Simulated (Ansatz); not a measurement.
## Relaxing Ca in the sc type

First guess:

```xyz
1
Lattice="3.2195 0.0000 0.0000 0.0000 3.2195 0.0000 0.0000 0.0000 3.2195" Properties=species:S:1:pos:R:3 pbc="T T T"
Ca    0.0000    0.0000    0.0000
```

Theory: Ansatz 0.2.0, DFT, PBE, PAW with Ansatz's default frozen-core files, scalar-relativistic.

Cell and atoms relax within the symmetry of the start on a 13×13×13 k mesh with 0.05 eV Fermi–Dirac smearing.

The start is built from a prototype, known or not as a phase of this compound; the cutoff is 420 eV.

Problem. What is the pressure of the first guess?

Solution. 4.44 GPa.

Problem. What does it relax to?

Solution. a = 3.520 Å, b = 3.520 Å, c = 3.520 Å, α = 90.00°, β = 90.00°, γ = 90.00° (conventional cell), 43.62 Å³ per atom:
```xyz
1
Lattice="3.5202 0.0000 0.0000 0.0000 3.5202 0.0000 0.0000 0.0000 3.5202" Properties=species:S:1:pos:R:3 pbc="T T T"
Ca    0.0000    0.0000    0.0000
```

Problem. How much energy does the relaxation release?

Solution. 119 meV/atom.
